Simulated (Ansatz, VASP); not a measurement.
# Co (Co(0001)): VASP beside Ansatz, part 2 of 2

Aim: how closely do two programs agree when they are given the same cell, functional and k mesh? The cell is taken from a series of runs on this material, whose earlier steps may have relaxed, scaled, displaced or heated it; both programs get it as it stands.

VASP 6.6.1 and Ansatz 0.2.0.

So far: The structure; Ansatz: single point, PBE.

## Step 3: VASP: single point, PBE

Level of this step: PBE, spin-polarised from a ferromagnetic start; plane waves and PAW (Co) (VASP).

The same cell, functional, mesh and smearing now go to VASP, with its own data sets.

Lines of VASP's logs that name or quote its potential files are left out, and so is its time.

INCAR

```
SYSTEM = Co
PREC = Accurate
ENCUT = 520
EDIFF = 1E-06
NELM = 200
ISMEAR = -1
SIGMA = 0.1
LREAL = .FALSE.
ALGO = Normal
GGA = PE
NBANDS = 43
ISPIN = 2
MAGMOM = 1.81 1.74 1.7 1.7 1.74 1.81
LASPH = .TRUE.
LMAXMIX = 4
LORBIT = 11
LWAVE = .FALSE.
LCHARG = .FALSE.
ISIF = 2
LDIPOL = .TRUE.
IDIPOL = 3
DIPOL = 0.5 0.5 0.5
LVHAR = .TRUE.
GGA_COMPAT = .FALSE.
NELMDL = -8
KPAR = 2
```

POSCAR

```
Co
1.0
    2.5100000000      0.0000000000      0.0000000000
    1.2550000000      2.1737237635      0.0000000000
    0.0000000000      0.0000000000     28.1780500000
Co
6
Direct
    0.6666666666      0.6666666666      0.3193975453
    1.0000000000      1.0000000000      0.3916385272
    0.6666666666      0.6666666666      0.4638795091
    1.0000000000      1.0000000000      0.5361204909
    0.6666666666      0.6666666666      0.6083614728
    1.0000000000      1.0000000000      0.6806024547
```

KPOINTS

```
Automatic mesh
0
Gamma
24 24 1
0 0 0
```

Potentials, in the order of the species: Co (PBE family, release 64).

Started as:

```console
$ mpirun -np 2 vasp_std
```

Numbers of over 12 decimals in the logs are rounded to 6 here.

Output:

```text
[banner, memory and clock lines left out]
running    2 mpi-ranks, on    1 nodes
 distrk:  each k-point on    1 cores,    2 groups
 distr:  one band on    1 cores,    1 groups

 POSCAR found type information on POSCAR Co
 POSCAR found :  1 types and       6 ions
 LDA part: xc-table for (Slater+PW92), standard interpolation
 POSCAR, INCAR and KPOINTS ok, starting setup
 FFT: planning ... GRIDC
 FFT: planning ... GRID_SOFT
 FFT: planning ... GRID
 WAVECAR not read
 entering main loop
       N       E                     dE             d eps       ncg     rms          rms(c)
DAV:   1     0.408483720498E+03    0.40848E+03   -0.23317E+04 10508   0.135E+03
DAV:   2    -0.163797850489E+02   -0.42486E+03   -0.39658E+03 10492   0.302E+02
DAV:   3    -0.464965281854E+02   -0.30117E+02   -0.27655E+02 11254   0.116E+02
DAV:   4    -0.470251594710E+02   -0.52863E+00   -0.52738E+00 11545   0.171E+01
DAV:   5    -0.470420312936E+02   -0.16872E-01   -0.16871E-01 16077   0.191E+00
DAV:   6    -0.470421954515E+02   -0.16416E-03   -0.16416E-03 14919   0.215E-01
DAV:   7    -0.470422011560E+02   -0.57045E-05   -0.57045E-05 15701   0.348E-02
DAV:   8    -0.470422012831E+02   -0.12707E-06   -0.12692E-06  8787   0.586E-03    0.247E+01
DAV:   9    -0.614239148754E+02   -0.14382E+02   -0.94387E+01 12285   0.143E+02    0.484E+01
DAV:  10    -0.553312814136E+02    0.60926E+01   -0.80487E+01 12525   0.120E+02    0.412E+01
DAV:  11    -0.404930128187E+02    0.14838E+02   -0.24345E+01 13656   0.676E+01    0.148E+01
DAV:  12    -0.439977168639E+02   -0.35047E+01   -0.19041E+01 11717   0.773E+01    0.300E+01
DAV:  13    -0.402704099374E+02    0.37273E+01   -0.10298E+01 12105   0.505E+01    0.672E+00
DAV:  14    -0.404443606231E+02   -0.17395E+00   -0.13103E+00 11723   0.133E+01    0.520E+00
[...]
DAV:  31    -0.408002151538E+02   -0.35407E-03   -0.50863E-06  8547   0.255E-02    0.727E-03
DAV:  32    -0.408003417913E+02   -0.12664E-03   -0.36404E-06  8795   0.874E-03    0.104E-02
DAV:  33    -0.408003589981E+02   -0.17207E-04   -0.98138E-07  7771   0.151E-02    0.335E-03
DAV:  34    -0.408003679629E+02   -0.89648E-05   -0.51301E-07  7407   0.357E-03    0.198E-03
DAV:  35    -0.408003713682E+02   -0.34053E-05   -0.27401E-07  7120   0.328E-03    0.209E-03
DAV:  36    -0.408003734629E+02   -0.20947E-05   -0.24666E-07  7240   0.286E-03    0.129E-03
DAV:  37    -0.408003746381E+02   -0.11751E-05   -0.16960E-07  7327   0.248E-03    0.104E-03
DAV:  38    -0.408003746305E+02    0.75688E-08   -0.17398E-08  7102   0.126E-03
   1 F= -.40800375E+02 E0= -.40696567E+02  d E =-.207616E+00  mag=     9.9995
```

OUTCAR, selected parts (step 3):

```text
ion  position               nearest neighbor table
   1  0.667  0.667  0.319-   2 2.50   2 2.50   2 2.50
   2  0.000  0.000  0.392-   1 2.50   3 2.50   1 2.50   3 2.50   1 2.50   3 2.50
   3  0.667  0.667  0.464-   4 2.50   4 2.50   4 2.50   2 2.50   2 2.50   2 2.50
   4  0.000  0.000  0.536-   3 2.50   3 2.50   3 2.50   5 2.50   5 2.50   5 2.50
   5  0.667  0.667  0.608-   4 2.50   6 2.50   4 2.50   6 2.50   4 2.50   6 2.50
   6  0.000  0.000  0.681-   5 2.50   5 2.50   5 2.50

  LATTYP: Found a hexagonal cell.
 ALAT       =     2.5100000000
 C/A-ratio  =    11.2263147410

 Subroutine GETGRP returns: Found 12 space group operations
 (whereof  6 operations were pure point group operations)

The static configuration has the point symmetry C_3v.
 The point group associated with its full space group is D_3d.

 Found     61 irreducible k-points:

   k-points           NKPTS =     61   k-points in BZ     NKDIM =     61   number of bands    NBANDS=     43

   dimension x,y,z NGX =    20 NGY =   20 NGZ =  210
   dimension x,y,z NGXF=    40 NGYF=   40 NGZF=  420

   ENCUT  =  520.0 eV  38.22 Ry    6.18 a.u.   4.67  4.67 52.39*2*pi/ulx,y,z

   NELECT =      54.0000    total number of electrons

 k-points in reciprocal lattice and weights: Automatic mesh
   0.00000000  0.00000000  0.00000000       0.002
   0.04166667  0.00000000  0.00000000       0.010
   0.08333333  0.00000000  0.00000000       0.010
   0.12500000  0.00000000  0.00000000       0.010
   0.16666667  0.00000000  0.00000000       0.010
   0.20833333  0.00000000  0.00000000       0.010
   0.25000000  0.00000000  0.00000000       0.010
   0.29166667 -0.00000000  0.00000000       0.010
   0.33333333  0.00000000  0.00000000       0.010
[...]
-0.37500000  0.29166667  0.00000000       0.021
  -0.33333333  0.33333333  0.00000000       0.003

 dipolmoment           0.000000      0.000000     -0.000000 electrons x Angstroem

 average (electrostatic) potential at core
       1 -86.9013       2 -87.0090       3 -86.9639       4 -86.9639       5 -87.0090
       6 -86.9013

 E-fermi :   1.5840

 spin component 1
 k-point     1 :       0.0000    0.0000    0.0000
  band No.  band energies     occupation
    ...
     32       0.5869      0.99995
     33       0.5869      0.99995
     34       0.6641      0.99990
     35       0.6641      0.99990
     36       1.1698      0.98436
     37       1.7096      0.22170
     38       6.2085      0.00000
     39       6.2482      0.00000
     40       7.1207      0.00000
     41       7.7765      0.00000
    ...

 k-point     2 :       0.0417    0.0000    0.0000
  band No.  band energies     occupation
    ...
     32       0.4753      0.99998
     33       0.5896      0.99995
     34       0.6701      0.99989
     35       0.6883      0.99987
     36       1.4034      0.85893
     37       1.9605      0.02263
     38       6.2641      0.00000
     39       6.2998      0.00000
     40       7.1754      0.00000
     41       7.8207      0.00000
    ...

 k-point     3 :       0.0833    0.0000    0.0000
  band No.  band energies     occupation
    ...
     31       0.4605      0.99999
     32       0.4711      0.99999
     33       0.5970      0.99995
     34       0.6866      0.99987
     35       0.9418      0.99838
     36       1.8434      0.06954
     37       2.4933      0.00011
     38       6.4310      0.00000
     39       6.4538      0.00000
     40       7.3395      0.00000
    ...

 k-point     4 :       0.1250    0.0000    0.0000
  band No.  band energies     occupation
    ...
     31       0.4649      0.99999
     32       0.5817      0.99996
     33       0.6069      0.99994
     34       0.7095      0.99984
     35       1.2784      0.95504
     36       2.3526      0.00046
     37       3.1385      0.00000
     38       6.7074      0.00000
     39       6.7093      0.00000
     40       7.6129      0.00000
    ...

 k-point     5 :       0.1667    0.0000    0.0000
  band No.  band energies     occupation
    ...
     30       0.2205      1.00000
     31       0.4589      0.99999
     32       0.6178      0.99994
     33       0.7344      0.99980
     34       0.7554      0.99975
     35       1.6567      0.32581
     36       2.9065      0.00000
     37       3.8515      0.00000
     38       7.0560      0.00000
     39       7.0988      0.00000
    ...

 k-point     6 :       0.2083    0.0000    0.0000
  band No.  band energies     occupation
    ...
     30       0.3047      1.00000
     31       0.4579      0.99999
     32       0.6297      0.99993
     33       0.7584      0.99974
     34       0.9689      0.99787
     35       2.0705      0.00766
     36       3.4977      0.00000
     37       4.6180      0.00000
     38       7.4926      0.00000
     39       7.5993      0.00000
    ...

  Total       -3.6095477     -3.6095477     -2.8552046      0.0000000     -0.0000000     -0.0000000
  in kB      -37.6161513    -37.6161513    -29.7549213      0.0000000     -0.0000000     -0.0000000
  external PRESSURE =     -34.9957413 kB  Pullay stress =       0.0000000 kB

  energy-cutoff  :      520.00
  volume of cell :      153.74
      direct lattice vectors                 reciprocal lattice vectors
     2.510000000  0.000000000  0.000000000     0.398406375 -0.230020028  0.000000000
     1.255000000  2.173723763  0.000000000     0.000000000  0.460040055  0.000000000
     0.000000000  0.000000000 28.178050000     0.000000000  0.000000000  0.035488616

 POSITION                                       TOTAL-FORCE (eV/Angst)
 -----------------------------------------------------------------------------------
      2.51000      1.44915      9.00000         0.000000     -0.000000      0.474108
      0.00000      0.00000     11.03561        -0.000000     -0.000000     -0.370169
      2.51000      1.44915     13.07122        -0.000000     -0.000000      0.140464
      0.00000      0.00000     15.10683        -0.000000      0.000000     -0.140464
      2.51000      1.44915     17.14244        -0.000000     -0.000000      0.370169
      0.00000      0.00000     19.17805         0.000000     -0.000000     -0.474108
 -----------------------------------------------------------------------------------
    total drift:                               -0.000000     -0.000000     -0.000036

  FREE ENERGIE OF THE ION-ELECTRON SYSTEM (eV)
  ---------------------------------------------------
  free  energy   TOTEN  =       -40.8003746305 eV

  energy  without entropy=      -40.5927584457  energy(sigma->0) =      -40.69656654

 vacuum level on the upper side and lower side of the slab         6.538         6.538

 total charge
# of ion       s       p       d       tot
------------------------------------------
    1        0.471   0.385   7.218   8.074
    2        0.476   0.499   7.248   8.223
    3        0.479   0.501   7.249   8.229
    4        0.479   0.501   7.249   8.229
    5        0.476   0.499   7.248   8.223
    6        0.471   0.385   7.218   8.074
--------------------------------------------------
tot          2.852   2.770  43.430  49.052

 magnetization (x)
# of ion       s       p       d       tot
------------------------------------------
    1       -0.010  -0.041   1.810   1.758
    2       -0.015  -0.054   1.747   1.678
    3       -0.014  -0.054   1.708   1.640
    4       -0.014  -0.054   1.708   1.640
    5       -0.015  -0.054   1.747   1.678
    6       -0.010  -0.041   1.810   1.758
--------------------------------------------------
tot         -0.078  -0.298  10.530  10.153

[... 6 further parts left out ...]
```

The magnetic state follows from one typed start and may not be the lowest.

## Step 4: Comparison

Known differences besides the potentials themselves: VASP starts from the moments at which Ansatz ended; the data sets hold 102 valence electrons in Ansatz (on its default PAW (the set named soft_2) files) and 54 in VASP; the cutoff is 420 eV in Ansatz and 520 eV in VASP; site moments are counted in spheres of each program's own size. Total energies have different zeros and are not compared.

Both answers:

| quantity | Ansatz | VASP | difference |
| --- | --- | --- | --- |
| total moment (μB) | 10.05 | 10.00 | +0.05 |
| moment on Co1 (μB) | 1.81 | 1.76 | +0.05 |
| moment on Co6 (μB) | 1.81 | 1.76 | +0.05 |
| moment on Co5 (μB) | 1.74 | 1.68 | +0.06 |
| moment on Co2 (μB) | 1.74 | 1.68 | +0.06 |
| moment on Co4 (μB) | 1.70 | 1.64 | +0.06 |
| moment on Co3 (μB) | 1.70 | 1.64 | +0.06 |
| work function, lower of the two faces (eV) | 4.98 | 4.95 | +0.03 |
| work function, higher of the two faces (eV) | 4.98 | 4.95 | +0.03 |

Forces (eV/Å; atoms numbered as in POSCAR):

| atom | Ansatz x, y, z | VASP x, y, z |
| --- | --- | --- |
| Co1 | 0.000, 0.000, 0.453 | 0.000, 0.000, 0.474 |
| Co2 | 0.000, 0.000, -0.375 | 0.000, 0.000, -0.370 |
| Co3 | 0.000, 0.000, 0.146 | 0.000, 0.000, 0.140 |
| Co4 | 0.000, 0.000, -0.146 | 0.000, 0.000, -0.140 |
| Co5 | 0.000, 0.000, 0.375 | 0.000, 0.000, 0.370 |
| Co6 | 0.000, 0.000, -0.453 | 0.000, 0.000, -0.474 |

The forces differ by 7.5 meV/Å r.m.s., which is 3.7 % of the r.m.s. force of 0.206 eV/Å (both taken over all components). With vacuum in the cell, a pressure given here is an average over mostly empty space and none of the material.

## Step 5: Results

- r.m.s. force difference (single point, PBE): 3.7 % of the r.m.s. force

In words: The r.m.s. force difference is 3.7 % of the r.m.s. force (single point, PBE), beyond the 3 % picked in this series as the mark of a large difference. The data sets hold unlike numbers of valence electrons (102 in Ansatz and 54 in VASP), so part of the differences comes from the potentials. Such differences can come from data sets, numerical settings and the points named under the comparisons, not from the functional's error against experiment.

[Lines on the potential files, build, host, timing and source positions are cut from VASP's logs without a mark.]

[Logs are printed without paths, hosts, clocks, repeated set-up lines and the standing remarks that a program may print on its own settings, such as how far it seeks lower states.]

[Hosts, paths, dates, database ids (printed as entryN), source tags and the programs' standing remarks are cut or masked in the printed files.]
